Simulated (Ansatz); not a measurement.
```
Be S
1.0
     0.00000    2.36080    2.36080
     2.36080    0.00000    2.36080
     2.36080    2.36080    0.00000
Be S
1 1
Direct
  0.00000 0.00000 0.00000
  0.25000 0.25000 0.25000
```

PBE in Ansatz, hard PAW set made for 700 eV, wave cutoff 700 eV, 4×4×4 mesh, fixed fractional positions. The pressure is 11.5 GPa and the gap on the mesh 2.90 eV.

(1) The cell is scaled evenly to 1.128 times its volume. What pressure and gap follow, and what mean bulk modulus do the two pressures imply?

Results:

(1) -1.6 GPa, gap 3.18 eV; B = −ΔP/Δln V ≈ 109 GPa over this range.

The cell is a model at fixed atoms and needn't be the relaxed known crystal. The mesh is coarse, so these values aren't converged.
